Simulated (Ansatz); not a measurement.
# InPd (Pm-3m) in Ansatz: a series of runs

Runs on InPd. Level: PBE. Tasks: single point.

Program: Ansatz 0.2.0. These are calculated values, not measurements. Logs are shortened: lines on timing, memory, paths and dates and some standing lists are left out, and cuts for length are marked.

## (1) Starting point

It takes space group Pm-3m (No. 221, cubic). The conventional cell has a = 3.272 Å, b = 3.272 Å, c = 3.272 Å, α = 90.00°, β = 90.00°, γ = 90.00°. In (site symmetry m-3m) is surrounded by 8 Pd at 2.83 Å. Around Pd (site symmetry m-3m) lie 8 In at 2.83 Å.

The cell comes from a database or a generator and needn't be the stable form of this composition.

## (2) Single point, PBE, 16.46 Å³/atom (volume scaled by 0.94)

input.yaml

```yaml
crystal:
  lattice:
    - [3.2050928798, 0.0, 0.0]
    - [0.0, 3.2050928798, 0.0]
    - [0.0, 0.0, 3.2050928798]
  atoms:
    - { symbol: In, position: [0.0, 0.0, 0.0] }
    - { symbol: Pd, position: [0.5, 0.5, 0.5] }
kpoints:
  mp_grid: { grid: [8, 8, 8] }
scf:
  occupations: { method: fermi_dirac, width: 0.05 }
hamiltonian:
  xc: pbe
  pseudopotentials: { kind: all_electron, lapw: { basis_error: 0.0005 } }
output:
  forces: true
  stress: true
  eigenvalues: true
```

Potentials or basis: all-electron LAPW, scalar-relativistic.

Started as:

```
> ansatz run input.yaml --threads 1 --pin off --max-ram 3072MiB --backend cpu --events-out ev --progress --plain --runs-dir out
```

The log of the run:

```text
Warning: RAYON_NUM_THREADS=1 ignored (pool sized by the plan → 1); use --threads N
LAPW: plane waves up to 8.607 Å⁻¹, error target 5.0e-4 eV per atom; small_component_spin mean_spin; Pd in spheres of 1.384 Å, 28 of its electrons in bands, Dirac shells []; In in spheres of 1.391 Å, 21 of its electrons in bands, Dirac shells [] (how accurate: hamiltonian.pseudopotentials.lapw.basis_error, Limitations)
Engine: ansatz 0.2.0, aarch64-unknown-linux-gnu
Pseudopotentials: kind: all_electron
Pseudopotential: In, LAPW, valence charge 21, lapw/all_electron/scalar/gaussian/In, Koelling and Harmon's equation, gaussian nucleus
Pseudopotential: Pd, LAPW, valence charge 28, lapw/all_electron/scalar/gaussian/Pd, Koelling and Harmon's equation, gaussian nucleus
Functional definition: PBE
  parameter kappa = 0.804
  parameter beta = 0.06672455060314922
  exchange = pbe_x(kappa = kappa, mu = beta*pi^2/3)
  correlation = pbe_c(beta = beta)
Crystal: 2 atoms, lattice volume = 32.925 Å³
Basis set: ecut = 282.26703242356064 eV, 365 PW (Γ), exchange–correlation at level 2
Bands: 30, of which v1, the nominal top of the filled ones, is band 25 counted from 1 (24 counted from 0)
Symmetry: 48 space group operations
Space group: Pm-3m (ITA 221), of the structure as read, at distance tolerance 3.2e-5 Å
k-points: 35 of 512
Non-local potential: In, projectors of the file, none
Non-local potential: Pd, projectors of the file, none
Initial density: superposition of atomic densities (chi_scale 0.1, normalization cell, long waves kept (reshape's long-wave potential 0.00 eV rms))
Initial wavefunctions: plane waves of lowest kinetic energy (no species holds an atomic orbital)
Functional: x = pbe(κ = 0.804, μ = 0.2195149727645171), c = pbe(β = 0.06672455060314922)
iter 1 solved again at ethr=2.36e-3 eV; its pass at ethr=1.00e-1 eV (dr2=1.16e0 eV) is discarded
SCF iter   1: F=—  HF=-297354.902592 eV  |F-HF|=—  |Δ(HF+E_count)|=         —  Δρ=5.36e-2  dr2=1.16e0  ethr=2.36e-3  ⟨swp⟩=2.0  Hψ=6855  notcnv=0
preconditioner: auto → Kerker (q_TF=auto, 2.915 Å⁻¹)  [metal: Δε(μ)=0.082 eV  Ē_g=15.635 eV  σ=0.050 eV  W_gap=0.38  n_scr=18 (ndim 8)  ℏωp=31.0 eV  f_vac=0.000  D(μ)=1.63/eV (n_scr^D=18)]
SCF iter   2: F=—  HF=-297354.379208 eV  |F-HF|=—  |Δ(HF+E_count)|=   5.23e-1  Δρ=2.36e-2  dr2=3.02e-1  ethr=2.36e-3  ⟨swp⟩=2.8  Hψ=3044  notcnv=0
preconditioner: auto → Resta (q_TF=auto, 2.915 Å⁻¹)  ε∞=4.7  [insulator: Δε(μ)=0.154 eV  Ē_g=16.149 eV  σ=0.050 eV  W_gap=0.63  n_scr=18 (ndim 8)  ℏωp=31.0 eV  f_vac=0.000  D(μ)=0.84/eV (n_scr^D=6)  ε∞_Penn≈4.7]
iter 3 solved again at ethr=5.56e-5 eV; its pass at ethr=6.16e-4 eV (dr2=2.72e-2 eV) is discarded
SCF iter   3: F=—  HF=-297353.518936 eV  |F-HF|=—  |Δ(HF+E_count)|=   8.60e-1  Δρ=1.00e-2  dr2=2.72e-2  ethr=5.56e-5  ⟨swp⟩=2.0  Hψ=5266  notcnv=0
SCF iter   4: F=—  HF=-297353.510142 eV  |F-HF|=—  |Δ(HF+E_count)|=   8.79e-3  Δρ=4.25e-3  dr2=6.12e-3  ethr=5.56e-5  ⟨swp⟩=2.0  Hψ=2954  notcnv=0
SCF iter   5: F=—  HF=-297353.509948 eV  |F-HF|=—  |Δ(HF+E_count)|=   1.95e-4  Δρ=1.55e-3  dr2=9.51e-4  ethr=1.25e-5  ⟨swp⟩=2.0  Hψ=2957  notcnv=0
SCF iter   6: F=—  HF=-297353.510258 eV  |F-HF|=—  |Δ(HF+E_count)|=   3.10e-4  Δρ=2.78e-4  dr2=2.92e-5  ethr=1.94e-6  ⟨swp⟩=2.0  Hψ=2957  notcnv=0
SCF iter   7: F=—  HF=-297353.510118 eV  |F-HF|=—  |Δ(HF+E_count)|=   1.39e-4  Δρ=1.60e-4  dr2=4.44e-6  ethr=5.97e-8  ⟨swp⟩=2.5  Hψ=2982  notcnv=0
SCF iter   8: F=—  HF=-297353.510116 eV  |F-HF|=—  |Δ(HF+E_count)|=   2.48e-6  Δρ=2.31e-5  dr2=1.35e-7  ethr=9.06e-9  ⟨swp⟩=2.0  Hψ=2957  notcnv=0
SCF iter   9: F=-297353.510116 eV  HF=-297353.510116 eV  |F-HF|=8.26e-8  |Δ(HF+E_count)|=   1.18e-8  Δρ=7.36e-6  dr2=2.83e-8  ethr=2.75e-10  ⟨swp⟩=2.0  Hψ=2958  notcnv=0
SCF 1 converged in 9 iterations: F = -297353.510116 eV  dr2 = 2.83e-8
SCF converged after 9 iterations
Free energy (F): -297353.510116 eV
Harris-Foulkes:  -297353.510116 eV  (|F-HF|=8.26e-8)
Internal energy: -297353.500282 eV  (E = F + TS)
E sigma→0 (E₀):  -297353.505199 eV
Entropy (-TS):   -0.009834 eV (-4.917 meV/atom)
Fermi energy:    21.426070 eV
--- Per-component energies (eV) ---
  E_band       = -3540.533148
  E_kinetic    = 311291.123867
  E_xc         = -8279.571762
  E_electrostatic = -600365.052387  (all electrons and nuclei)
  E_smearing   = -0.009834  (= −TS)
  E_closure    = 0.000000  (closes the sum)
  E_atoms      = -297346.388246  (free atoms, spherical and without spin; not in F)
  Σ components = -297353.510116   (vs F -297353.510116, Δ=0.00e0)
  Basis errors (estimates in eV, not in F): energy 1.4e-4 per atom: plane waves 1.2e-4 (6.1e-5 summed), levels above the bands 7.0e-56, relativity 1.5e-8, radial functions 2.1e-5, core shells 1.6e-7; eigenvalues (radial functions only) 2.1e-6; not estimated: angular momenta, meshes, grids; target (lapw.basis_error) 5.0e-4; muffin-tin radii Pd 1.384 Å, In 1.391 Å
--- Forces (eV/Å), atoms counted from 1 ---
  atom   1  In    -0.00000000     0.00000000     0.00000000
  atom   2  Pd     0.00000000    -0.00000000    -0.00000000
  max |Σ_I F_I| component: 2.36e-30 eV/Å
--- Stress (GPa, compression-positive) ---
       13.392873       0.000000       0.000000
        0.000000      13.392873      -0.000000
        0.000000      -0.000000      13.392873
  P = ⅓ Tr σ = 13.3929 GPa (133.929 kbar)
--- Band table (eV; the first three rows and the last of 35) ---
  k-point 0: bands = ["-303.3730", "-303.3730", "-303.3730", "-303.3589", "-303.3589", "-94.1386", "-63.1975", "-52.6234", "-52.6234", "-52.6234", "-28.9479", "-28.9479", "-28.9479", "6.3594", "6.3594", "6.8486", "6.8486", "6.8486", "10.9273", "17.3799", "17.3799", "19.0865", "19.0865", "19.0865", "25.8429", "25.8429", "25.8429", "31.7889", "32.5149", "32.5149"]
  k-point 1: bands = ["-303.3730", "-303.3730", "-303.3730", "-303.3589", "-303.3589", "-94.1385", "-63.1972", "-52.6245", "-52.6233", "-52.6233", "-28.9541", "-28.9475", "-28.9475", "6.3704", "6.4204", "6.8305", "6.8305", "6.8545", "11.1893", "17.3775", "17.4204", "18.8859", "18.8859", "19.0720", "24.3358", "26.3726", "26.3726", "32.0727", "32.3912", "34.1422"]
  k-point 2: bands = ["-303.3730", "-303.3730", "-303.3730", "-303.3589", "-303.3589", "-94.1384", "-63.1964", "-52.6269", "-52.6232", "-52.6232", "-28.9690", "-28.9465", "-28.9465", "6.3970", "6.5666", "6.7871", "6.7871", "6.8690", "11.9692", "17.3464", "17.3716", "18.4684", "18.4684", "19.0371", "22.0227", "27.7723", "27.7723", "32.0749", "32.1075", "36.4026"]
  k-point 34: bands = ["-303.3730", "-303.3730", "-303.3730", "-303.3589", "-303.3589", "-94.1377", "-63.1912", "-52.6296", "-52.6296", "-52.6296", "-28.9822", "-28.9822", "-28.9822", "6.5286", "6.5286", "6.5286", "7.1020", "7.1020", "16.2350", "16.2350", "16.2350", "19.7536", "19.7536", "21.7088", "25.3939", "25.3939", "25.3939", "26.1620", "26.1620", "26.1620"]
```

Run time: 22 s. Hardware: 1 thread of Arm Neoverse N1, shared host; peak memory 0.35 GiB.

Results:

```yaml
Free_energy: -297353.5101 eV
Pressure: 13.4 GPa
Band_gap_on_the_k_mesh: none (metal or under the smearing width)
```

## (3) Single point, PBE, 16.81 Å³/atom (volume scaled by 0.96)

Edit input.yaml of step 2 so:

```diff
@@ -2,5 +2,5 @@
   lattice:
-    - [3.2050928798, 0.0, 0.0]
-    - [0.0, 3.2050928798, 0.0]
-    - [0.0, 0.0, 3.2050928798]
+    - [3.2276647001, 0.0, 0.0]
+    - [0.0, 3.2276647001, 0.0]
+    - [0.0, 0.0, 3.2276647001]
   atoms:
```

Potentials or basis: all-electron LAPW, scalar-relativistic.

Started as:

```
> ansatz run input.yaml --threads 1 --pin off --max-ram 3072MiB --backend cpu --events-out ev --progress --plain --runs-dir out
```

It took 23 s on 1 thread of Arm Neoverse N1, shared host; peak memory 0.34 GiB.

Results (log left out):

* Free energy: -297353.5605 eV
* Pressure: 9.7 GPa
* Band gap on the k mesh: none (metal or under the smearing width)

## (4) Single point, PBE, 17.16 Å³/atom (volume scaled by 0.98)

Edit input.yaml of step 3 so:

```diff
@@ -2,5 +2,5 @@
   lattice:
-    - [3.2276647001, 0.0, 0.0]
-    - [0.0, 3.2276647001, 0.0]
-    - [0.0, 0.0, 3.2276647001]
+    - [3.2499251601, 0.0, 0.0]
+    - [0.0, 3.2499251601, 0.0]
+    - [0.0, 0.0, 3.2499251601]
   atoms:
```

Started as:

```
> ansatz run input.yaml --threads 1 --pin off --max-ram 3072MiB --backend cpu --events-out ev --progress --plain --runs-dir out
```

Run time: 21 s. Hardware: 1 thread of Arm Neoverse N1, shared host; peak memory 0.35 GiB.

The run converged. Its results:

```
Free energy            : -297353.5956 eV
Pressure               : 6.5 GPa
Band gap on the k mesh : none (metal or under the smearing width)
```

## (5) Single point, PBE, 17.51 Å³/atom

Edit input.yaml of step 4 so:

```diff
@@ -2,5 +2,5 @@
   lattice:
-    - [3.2499251601, 0.0, 0.0]
-    - [0.0, 3.2499251601, 0.0]
-    - [0.0, 0.0, 3.2499251601]
+    - [3.27188478, 0.0, 0.0]
+    - [0.0, 3.27188478, 0.0]
+    - [0.0, 0.0, 3.27188478]
   atoms:
```

Started as:

```
> ansatz run input.yaml --threads 1 --pin off --max-ram 3072MiB --backend cpu --events-out ev --progress --plain --runs-dir out
```

Wall time 21 s (1 thread of Arm Neoverse N1, shared host); peak memory 0.35 GiB.

The run converged. Its results:

| Item | Value |
| --- | --- |
| Free energy | -297353.6175 eV |
| Pressure | 3.6 GPa |
| Band gap on the k mesh | none (metal or under the smearing width) |

## (6) Single point, PBE, 17.86 Å³/atom (volume scaled by 1.02)

Edit input.yaml of step 5 so:

```diff
@@ -2,5 +2,5 @@
   lattice:
-    - [3.27188478, 0.0, 0.0]
-    - [0.0, 3.27188478, 0.0]
-    - [0.0, 0.0, 3.27188478]
+    - [3.2935535226, 0.0, 0.0]
+    - [0.0, 3.2935535226, 0.0]
+    - [0.0, 0.0, 3.2935535226]
   atoms:
```

Potentials or basis: all-electron LAPW, scalar-relativistic.

Started as:

```
> ansatz run input.yaml --threads 1 --pin off --max-ram 3072MiB --backend cpu --events-out ev --progress --plain --runs-dir out
```

It took 21 s on 1 thread of Arm Neoverse N1, shared host; peak memory 0.34 GiB.

The run converged. Its results:

| Property | Result |
| --- | --- |
| Free energy | -297353.6277 eV |
| Pressure | 1.1 GPa |
| Band gap on the k mesh | none (metal or under the smearing width) |

## (7) Single point, PBE, 18.21 Å³/atom (volume scaled by 1.04)

Edit input.yaml of step 6 so:

```diff
@@ -2,5 +2,5 @@
   lattice:
-    - [3.2935535226, 0.0, 0.0]
-    - [0.0, 3.2935535226, 0.0]
-    - [0.0, 0.0, 3.2935535226]
+    - [3.3149408331, 0.0, 0.0]
+    - [0.0, 3.3149408331, 0.0]
+    - [0.0, 0.0, 3.3149408331]
   atoms:
```

Started as:

```
> ansatz run input.yaml --threads 1 --pin off --max-ram 3072MiB --backend cpu --events-out ev --progress --plain --runs-dir out
```

Run time: 21 s. Hardware: 1 thread of Arm Neoverse N1, shared host; peak memory 0.35 GiB.

Results (log left out):

* Free energy: -297353.6275 eV
* Pressure: -1.1 GPa
* Band gap on the k mesh: none (metal or under the smearing width)

## (8) Single point, PBE, 18.56 Å³/atom (volume scaled by 1.06)

Edit input.yaml of step 7 so:

```diff
@@ -2,5 +2,5 @@
   lattice:
-    - [3.3149408331, 0.0, 0.0]
-    - [0.0, 3.3149408331, 0.0]
-    - [0.0, 0.0, 3.3149408331]
+    - [3.3360556752, 0.0, 0.0]
+    - [0.0, 3.3360556752, 0.0]
+    - [0.0, 0.0, 3.3360556752]
   atoms:
```

Started as:

```
> ansatz run input.yaml --threads 1 --pin off --max-ram 3072MiB --backend cpu --events-out ev --progress --plain --runs-dir out
```

Run time: 21 s. Hardware: 1 thread of Arm Neoverse N1, shared host; peak memory 0.34 GiB.

Results (log left out):

```yaml
Free_energy: -297353.6181 eV
Pressure: -3.1 GPa
Band_gap_on_the_k_mesh: none (metal or under the smearing width)
```
